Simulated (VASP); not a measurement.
C: band structure with r2SCAN0

The system is C.

```
C
1.0
     0.00000    1.78337    1.78337
     1.78337    0.00000    1.78337
     1.78337    1.78337    0.00000
C
2
Cartesian
  2.6751 2.6751 2.6751
  1.7834 1.7834 1.7834
```

This isn't the form of C at room conditions, which is graphite.

```yaml
Program: VASP 6.6.1
Task: band structure
Functional: r2SCAN0
Potentials_or_basis: VASP PAW PBE potentials, release 64 (C)
Cutoff: 520 eV
k_mesh: 7 × 7 × 7
Occupations: fermi-dirac, width 0.05 eV
Spin: no spin polarisation
Grid_for_exact_exchange_PRECFOCK: Normal
Exchange_at_q_=_0: truncated
Further_INCAR_settings: ALGO = Normal; EDIFF = 1e-07; NBANDS = 11
```

- Pressure: -9.3 GPa
- Band gap on the k mesh: 6.25 eV, indirect (least direct gap 7.80 eV)
- Band gap along the path: 6.12 eV, indirect (least direct gap 7.80 eV)

Levels at the corners of the path, in eV from the valence-band top:
```csv
point,band 2,band 3,band 4,band 5,band 6,band 7
Γ,0.00,0.00,0.00,7.80,7.80,7.80
X,-14.66,-7.15,-7.15,6.79,6.79,20.60
X,-14.66,-7.15,-7.15,6.79,6.79,20.60
W,-13.83,-9.35,-9.35,13.31,13.31,15.33
W,-13.83,-9.35,-9.35,13.31,13.31,15.33
K,-13.48,-10.46,-6.10,7.80,13.47,17.78
K,-13.48,-10.46,-6.10,7.80,13.47,17.78
Γ,0.00,0.00,0.00,7.80,7.80,7.80
Γ,0.00,0.00,0.00,7.80,7.80,7.80
L,-15.12,-3.21,-3.21,10.99,10.99,11.23
L,-15.12,-3.21,-3.21,10.99,10.99,11.23
U,-13.48,-10.46,-6.10,7.80,13.47,17.78
U,-13.48,-10.46,-6.10,7.80,13.47,17.78
W,-13.83,-9.35,-9.35,13.31,13.31,15.33
W,-13.83,-9.35,-9.35,13.31,13.31,15.33
L,-15.12,-3.21,-3.21,10.99,10.99,11.23
L,-15.12,-3.21,-3.21,10.99,10.99,11.23
K,-13.48,-10.46,-6.10,7.80,13.47,17.78
U,-13.48,-10.46,-6.10,7.80,13.47,17.78
X,-14.66,-7.15,-7.15,6.79,6.79,20.60
```

Run time: 15 min on 1 thread of AMD EPYC 9R45 96-Core Processor (Zen 5) (shared host), peak memory 0.12 GiB.

Caveat: the k mesh is coarse (spacing up to 0.44 Å⁻¹), so the values aren't converged, least of all with exact exchange; the PAW data sets were made with another functional, which shifts forces and pressure a little; the mesh misses the band edges, which the band path finds closer together.
